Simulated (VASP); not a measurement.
Al:

```
Al
1.0
    -1.60700    1.60700    1.60700
     1.60700   -1.60700    1.60700
     1.60700    1.60700   -1.60700
Al
1
Direct
  0.00000 0.00000 0.00000
```

This isn't the form of Al at room conditions, which is fcc.

```yaml
Program: VASP 6.6.1
Task: relaxation of cell and atoms
Functional: PBE
Dispersion: D3(BJ)
Potentials_or_basis: VASP PAW PBE potentials, release 64 (Al)
Cutoff: 600 eV
k_mesh: 18 × 18 × 18
Occupations: gaussian, width 0.1 eV
Spin: no spin polarisation
```

At the start: pressure -1.9 GPa; volume 16.60 Å³/atom.

Problem. How do energy, volume and symmetry change on relaxing?

Solution. Over 3 steps the energy falls by 2.6 meV/atom and the volume is 16.17 Å³/atom (-2.6 %); space group Im-3m (No. 229, to 0.05 Å).

The path:
```
step  energy change (eV)  largest force (eV/Å)  pressure (GPa)  volume (Å³)
   1              0.0000                0.0000           -1.89        16.60
   2             -0.0026                0.0000            0.18        16.13
   3             -0.0026                0.0000            0.00        16.17
```

Final structure:
```
Al
1.0
    -1.59305    1.59305    1.59305
     1.59305   -1.59305    1.59305
     1.59305    1.59305   -1.59305
Al
1
Direct
  0.00000 0.00000 0.00000
```

Caveat: pairwise dispersion overbinds metals, which lowers pressure and volume.
